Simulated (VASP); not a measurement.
# PtS2 (P-3m1) in VASP: notebook, part 3 of 3

VASP 6.6.1. Earlier steps stand in the parts before.

## (6) Single point, PBE

This run uses another cell than the first one, of 51.78 Å³/atom, 2.836 times its volume.

Input file INCAR:

```
ALGO     = Normal         # electronic algorithm
DIPOL    = 0.5 0.5 0.500
EDIFF    = 1E-7           # SCF threshold, eV
ENCUT    = 400            # plane-wave cutoff, eV
GGA      = PE             # functional
IDIPOL   = 3            
ISIF     = 2              # what is computed and relaxed
ISMEAR   = 0              # smearing method
LASPH    = T              # aspherical terms in the spheres
LCHARG   = F              # write CHGCAR
LDIPOL   = T            
LREAL    = F              # projectors in reciprocal space
LVACPOTAV= T            
LVHAR    = T            
LWAVE    = F              # write WAVECAR
NBANDS   = 22             # bands
NELM     = 120            # most SCF steps
PREC     = Accurate       # precision mode
SIGMA    = 0.05           # smearing width, eV
```

Input file KPOINTS:

```
k-points
0
Gamma
  3 3 1
```

Input file POSCAR:

```
PtS2
1.0
    3.5432000000      0.0000000000      0.0000000000
   -1.7716000000      3.0685012100      0.0000000000
    0.0000000000      0.0000000000     14.2876152000
S Pt
2 1
Direct
    0.6666666667      0.3333333333      0.4199441206
    0.3333333333      0.6666666667      0.5800558794
    0.0000000000      0.0000000000      0.5000000000
```

Potentials or basis: VASP PAW PBE potentials, release 64 (S, Pt).

Run with:

```console
$ cat potpaw_PBE.64/S/POTCAR potpaw_PBE.64/Pt/POTCAR > POTCAR
$ mpirun -np 1 vasp_std > vasp.out
```

OUTCAR:

```text
EDIFF = 1E-7
   ENCUT = 400
   GGA = PE
   ISIF = 2
   ISMEAR = 0
   LASPH = T
   LREAL = F
   NELM = 120
   PREC = Accurate

 Found      3 irreducible k-points:

 Following reciprocal coordinates:
            Coordinates               Weight
  0.000000  0.000000  0.000000      1.000000
  0.333333 -0.000000  0.000000      6.000000
  0.333333  0.333333  0.000000      2.000000
   k-points           NKPTS =      3   k-points in BZ     NKDIM =      3   number of bands    NBANDS=     22
   number of dos      NEDOS =    301   number of ions     NIONS =      3
   total plane-waves  NPLWV =  55296
   dimension x,y,z NGX =    24 NGY =   24 NGZ =   96
   dimension x,y,z NGXF=    48 NGYF=   48 NGZF=  192
   ions per type =               2   1
   NGX,Y,Z   is equivalent  to a cutoff of  11.26, 11.26, 11.17 a.u.
   NGXF,Y,Z  is equivalent  to a cutoff of  22.52, 22.52, 22.34 a.u.
 SYSTEM =  unknown system
   PREC   = accura    normal or accurate (medium, high low for compatibility)
   ISTART =      0    job   : 0-new  1-cont  2-samecut
   ICHARG =      2    charge: 1-file 2-atom 10-const
   ISPIN  =      1    spin polarized calculation?
   LNONCOLLINEAR =      F non collinear calculations
   LSORBIT =      F    spin-orbit coupling
   LASPH  =      T    aspherical Exc in radial PAW
   ENCUT  =  400.0 eV  29.40 Ry    5.42 a.u.   5.78  5.78 23.30*2*pi/ulx,y,z
   NELM   =    120;   NELMIN=  2; NELMDL= -5     # of ELM steps
   EDIFF  = 0.1E-06   stopping-criterion for ELM
   LREAL  =      F    real-space projection
   EDIFFG = 0.1E-05   stopping-criterion for IOM
   NSW    =      0    number of steps for IOM
   IBRION =     -1    ionic relax: 0-MD 1-quasi-New 2-CG
   NFREE  =      0    steps in history (QN), initial steepest desc. (CG)
   ISIF   =      2    stress and relaxation
   ISYM   =      2    0-nonsym 1-usesym 2-fastsym
   POTIM  = 0.5000    time-step for ionic-motion
   TEBEG  =    0.0;   TEEND  =   0.0 temperature during run
   PSTRESS=    0.0 pullay stress
   NELECT =      22.0000    total number of electrons
   NUPDOWN=      -1.0000    fix difference up-down
   EMIN   =  10.00;   EMAX   =-10.00  energy-range for DOS
   EFERMI =   0.00;   METHOD = LEGACY
   ISMEAR =     0;   SIGMA  =   0.05  broadening in eV -4-tet -1-fermi 0-gaus
   EFERMI_NEDOS =   21; number of points for ismear=-14 and -15
   IALGO  =     38    algorithm
   IMIX   =      4    mixing-type and parameters
     AMIX     =   0.40;   BMIX     =  1.00
     AMIX_MAG =   1.60;   BMIX_MAG =  1.00
  volume/ion in A,a.u.               =      51.78       349.43
  Fermi-wavevector in a.u.,A,eV,Ry     =   0.853339  1.612578  9.907602  0.728188
  Thomas-Fermi vector in A             =   1.969767
   LORBIT       =      0    0 simple, 1 ext, 2 COOP (PROOUT), +10 PAW based schemes
   GGA     = PE    functional components
   LHFCALC =     F    Hartree Fock is set to
   AEXX    =    0.0000 exact exchange contribution
   IVDW    =     0    specifies the selected vdW correction
   LEPSILON=     F    determine dielectric tensor
   LRPA    =     F    only Hartree local field effects (RPA)
 non-spin polarized calculation
 Gauss-broadening in eV      SIGMA  =   0.05
  energy-cutoff  :      400.00
  volume of cell :      155.34
 maximum number of plane-waves:      2814
 NGX is ok and might be reduce to    24
   NGX = 11   NGY = 11   NGZ = 47

 dipolmoment           0.000000      0.000000     -0.000000 electrons x Angstroem

 number of electron      21.9999995 magnetization

 dipolmoment           0.000000      0.000000      0.000000 electrons x Angstroem

 Free energy of the ion-electron system (eV)
  ---------------------------------------------------
  ext. energy  EPLUGINS =         0.00000000
  ---------------------------------------------------
  free energy    TOTEN  =       -15.40848445 eV

  energy without entropy =      -15.40848445  energy(sigma->0) =      -15.40848445

 E-fermi :  -2.0379     XC(G=0):  -4.4623

 val. band max:       -2.3014403285   @ k =   0.3333  -0.0000   0.0000
 cond. band min:       0.3294195934   @ k =   0.3333  -0.0000   0.0000
 fundamental gap:      2.6308599219
 Fermi energy:        -2.0378883860

 k-point     1 :       0.0000    0.0000    0.0000
  band No.  band energies     occupation
      1     -16.5198      2.00000
      2     -13.7431      2.00000
      3      -8.1328      2.00000
      4      -8.1328      2.00000
      5      -7.3606      2.00000
      6      -5.0797      2.00000
[... 14 lines left out ...]
     21       7.5655      0.00000
     22      10.4421      0.00000

 k-point     2 :       0.3333   -0.0000    0.0000
  band No.  band energies     occupation
      1     -15.2678      2.00000
      2     -14.1763      2.00000
      3      -8.0066      2.00000
      4      -7.4525      2.00000
      5      -6.8745      2.00000
      6      -6.0778      2.00000
[... 14 lines left out ...]
     21       8.7344      0.00000
     22       9.2981      0.00000

 k-point     3 :       0.3333    0.3333    0.0000
  band No.  band energies     occupation
      1     -14.3704      2.00000
      2     -14.3704      2.00000
      3      -7.7634      2.00000
      4      -7.5064      2.00000
      5      -7.5064      2.00000
      6      -5.5679      2.00000
[... 14 lines left out ...]
     21       9.4338      0.00000
     22       9.4338      0.00000

------------------------ aborting loop because EDIFF is reached ----------------------------------------

  FORCE on cell =-STRESS in cart. coord.  units (eV):
  Direction    XX          YY          ZZ          XY          YZ          ZX
  --------------------------------------------------------------------------------------
  -------------------------------------------------------------------------------------
  Total        3.4076666      3.4076666      2.9864850      0.0000000      0.0000000      0.0000000
  in kB       35.1468149     35.1468148     30.8027295      0.0000000      0.0000000      0.0000000
  external PRESSURE =      33.6987864 kB  Pullay stress =       0.0000000 kB

 VOLUME and BASIS-vectors are now :
 -----------------------------------------------------------------------------
  energy-cutoff  :      400.00
  volume of cell :      155.34
      direct lattice vectors                 reciprocal lattice vectors
     3.543200000  0.000000000  0.000000000     0.282230752  0.162946001  0.000000000
    -1.771600000  3.068501210  0.000000000     0.000000000  0.325892001  0.000000000
     0.000000000  0.000000000 14.287615200     0.000000000  0.000000000  0.069990687

 POSITION                                       TOTAL-FORCE (eV/Angst)
 -----------------------------------------------------------------------------------
      1.77160      1.02283      6.00000        -0.000000      0.000000     -1.317303
     -0.00000      2.04567      8.28762         0.000000     -0.000000      1.317303
      0.00000      0.00000      7.14381         0.000000      0.000000      0.000000
 -----------------------------------------------------------------------------------
    total drift:                                0.000000      0.000000      0.000000

  FREE ENERGIE OF THE ION-ELECTRON SYSTEM (eV)
  ---------------------------------------------------
  free  energy   TOTEN  =       -15.4084844525 eV

  energy  without entropy=      -15.4084844525  energy(sigma->0) =      -15.40848445

 vacuum level on the upper side and lower side of the slab         4.290         4.290
```

OSZICAR:

```text
N       E                     dE             d eps       ncg     rms          rms(c)
DAV:   1     0.120131092962E+03    0.12013E+03   -0.73808E+03   132   0.633E+02
DAV:   2    -0.709880128393E+01   -0.12723E+03   -0.12294E+03   166   0.149E+02
DAV:   3    -0.165938002740E+02   -0.94950E+01   -0.93892E+01   168   0.445E+01
[... 25 lines left out ...]
DAV:  29    -0.154084828779E+02    0.51419E-06   -0.15865E-06   152   0.544E-03    0.109E-02
DAV:  30    -0.154084834522E+02   -0.57432E-06   -0.35721E-07   138   0.267E-03    0.738E-04
DAV:  31    -0.154084840149E+02   -0.56266E-06   -0.13460E-08   128   0.557E-04    0.225E-03
DAV:  32    -0.154084843787E+02   -0.36383E-06   -0.49788E-09   120   0.259E-04    0.162E-03
DAV:  33    -0.154084844525E+02   -0.73779E-07   -0.42486E-09   128   0.294E-04
   1 F= -.15408484E+02 E0= -.15408484E+02  d E =-.162583E-13
```

stdout:

```text
POSCAR found type information on POSCAR S Pt
 POSCAR found :  2 types and       3 ions
 scaLAPACK will be used
 LDA part: xc-table for (Slater+PW92), standard interpolation
 POSCAR, INCAR and KPOINTS ok, starting setup
 FFT: planning ... GRIDC
 FFT: planning ... GRID_SOFT
 FFT: planning ... GRID
 WAVECAR not read
 entering main loop
 -----------------------------------------------------------------------------
|                                                                             |
|           W    W    AA    RRRRR   N    N  II  N    N   GGGG   !!!           |
|           W    W   A  A   R    R  NN   N  II  NN   N  G    G  !!!           |
|           W    W  A    A  R    R  N N  N  II  N N  N  G       !!!           |
|           W WW W  AAAAAA  RRRRR   N  N N  II  N  N N  G  GGG   !            |
|           WW  WW  A    A  R   R   N   NN  II  N   NN  G    G                |
|           W    W  A    A  R    R  N    N  II  N    N   GGGG   !!!           |
|                                                                             |
|     Did not find any points to average over, which means that no vacuum     |
|     field-free region was found. Please increase the size of  your cell     |
|     in the dimension of the dipole correction to obtain accurate            |
|     workfunction values.                                                    |
|                                                                             |
 -----------------------------------------------------------------------------
```

It took 25 s on 1 thread of Intel Xeon Platinum 8259CL at 2.50GHz (Skylake/Cascade Lake), shared host; peak memory 0.22 GiB.

These settings aren't checked as converged: the numbers below hold their error.

What came out:

```
Free energy                            : -15.4085 eV
Largest force                          : 1.317 eV/Å
Band gap on the k mesh                 : 2.63 eV, direct
Ionisation potential of the upper face : 6.59 eV
```

Caveat: the k mesh is coarse (spacing up to 0.68 Å⁻¹), so the values aren't converged; spin-orbit coupling is left out, which moves the levels of the heavy elements.
